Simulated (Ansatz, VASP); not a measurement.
**TiO2: VASP beside Ansatz**

```
CELL_PARAMETERS angstrom
0.00000 2.39683 2.39683
2.39683 0.00000 2.39683
2.39683 2.39683 0.00000
ATOMIC_POSITIONS crystal
Ti 0.00000 0.00000 0.00000
O 0.25000 0.25000 0.25000
O 0.75000 0.75000 0.75000
```

Alike in both runs: task single point; functional PBE; k mesh 10 × 10 × 10; no spin polarisation.

```csv
,VASP,Ansatz
version,VASP 6.6.1,Ansatz 0.2.0
potentials or method,"VASP PAW PBE potentials, release 64 (Ti_sv, O)","plane waves, PAW"
plane-wave cutoff (eV),520,420
occupations,"gaussian, width 0.01 eV",fixed
valence electrons in the cell,24,24
```

VASP gave:

| Quantity | Value |
| --- | --- |
| gap on the k mesh at the Fermi level (eV) | 1.13 |
| pressure (GPa) | 6.8 |

Problem. Estimate Ansatz's values.

Solution. gap on the k mesh at the Fermi level (eV): 1.14; pressure (GPa): 5.9.

A k mesh can miss the band edges.
